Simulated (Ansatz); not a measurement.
# Cu2O (Cuprite): further runs on the relaxed cell

One table from this session's results is given with a row withheld; the runs are named, their logs left out.

The COD entry's cell or inner coordinates are ideal or old and differ from later refinements, so a difference from it is no clean test against experiment.

Computed with Ansatz 0.2.0 (DFT PBE, scalar-relativistic, plane waves, PAW, unless a step's input says otherwise).

1 further run of the same task is left out (set aside as unsound or not needed).

## The system as given

Symmetry: Pn-3m, No. 224, cubic system. The conventional cell has a = 4.298 Å, b = 4.298 Å, c = 4.298 Å, α = 90.00°, β = 90.00°, γ = 90.00°. Cu (site symmetry -3m) is surrounded by 2 O at 1.86 Å. O (site symmetry -43m) has 4 Cu at 1.86 Å as nearest neighbours.

Coordinates:

```
Cu O
1.0
     4.29824    0.00000    0.00000
     0.00000    4.29824    0.00000
     0.00000    0.00000    4.29824
Cu O
4 2
Direct
  0.25000 0.25000 0.25000
  0.25000 0.75000 0.75000
  0.75000 0.75000 0.25000
  0.75000 0.25000 0.75000
  0.00000 0.00000 0.00000
  0.50000 0.50000 0.50000
```

It is the result of an earlier relaxation at this level (volume 13.23 Å³/atom; gap on the mesh: 0.48 eV).

Set-up of the first run:

File input.yaml:

```yaml
crystal:
  lattice:
    - [4.2982410557, 0.0, 0.0]
    - [0.0, 4.2982410557, 0.0]
    - [0.0, 0.0, 4.2982410557]
  atoms:
    - { symbol: Cu, position: [0.25, 0.25, 0.25] }
    - { symbol: Cu, position: [0.25, 0.75, 0.75] }
    - { symbol: Cu, position: [0.75, 0.75, 0.25] }
    - { symbol: Cu, position: [0.75, 0.25, 0.75] }
    - { symbol: O, position: [0.0, 0.0, 0.0] }
    - { symbol: O, position: [0.5, 0.5, 0.5] }
basis:
  ecutwfc: 420
kpoints:
  mp_grid: { grid: [8, 8, 8] }
  band_path:
    path:
      - [[0.0, 0.0, 0.0], [0.0, 0.5, 0.0], [0.5, 0.5, 0.0], [0.0, 0.0, 0.0], [0.5, 0.5, 0.5], [0.0, 0.5, 0.0]]
      - [[0.5, 0.5, 0.5], [0.5, 0.5, 0.0]]
    npoints: 14
hamiltonian:
  xc: pbe
scf:
  occupations: { method: gaussian, width: 0.02 }
  n_extra_bands: 15
output:
  forces: true
  stress: true
  eigenvalues: true
  populations: true
  dos: { projected: true, de: 0.02, nscf_kmesh: { grid: [12, 12, 12] } }
  bader: true
  write_density: true
  write_potential: true
  elf: true
  volumetric_format: npy
```

Launch:

```bash
ansatz run input.yaml --threads 2 --pin off --max-ram 5120MiB --backend cpu --events-out ev --progress --plain --runs-dir out
```

Steps of the session up to this table: Bands, states and charges; Band edges anywhere in the zone; Eigenvalues a small step from each edge; The cell as listed, for comparison; The cell scaled to 0.97 of its volume; Volume × 1.03; Volume × 0.94; Point at V/V0 = 1.06; Volume × 0.91; Volume × 1.10; The cell scaled to 0.88 of its volume.

One of the session's tables, all rows but one given; the rest of the session is left out.

It belongs to the step «Energy against volume». 

```
volume (Å³/atom)  energy above the lowest point (meV/atom)  pressure (GPa)  gap on the mesh (eV)
          11.647                                      84.9           19.34                  0.79
          12.044                                      44.8           13.18                  0.70
          12.441                                      18.7            8.01                  0.62
          12.838                                       4.4            3.66                  0.54
          13.235                                       0.0            0.00                  0.48
          13.632                                       3.9           -3.08                  0.42
          14.029                                         ?               ?                     ?
          14.558                                      38.4           -8.50                  0.30
```

Q: Estimate the row for volume (Å³/atom) = 14.029 from the others.

Worked estimate for «energy above the lowest point (meV/atom)». A straight line through the neighbours (13.632, 3.9) and (14.558, 38.4) gives 3.9 + (38.4 − 3.9) × (14.029 − 13.632) / (14.558 − 13.632) = 18.7; a parabola fitted to 3 rows on both sides gives 14.3.

The run gave: energy above the lowest point (meV/atom): 14.9; pressure (GPa): -5.67; gap on the mesh (eV): 0.36. In «energy above the lowest point (meV/atom)» the line misses by +3.8 and the parabola by -0.6.
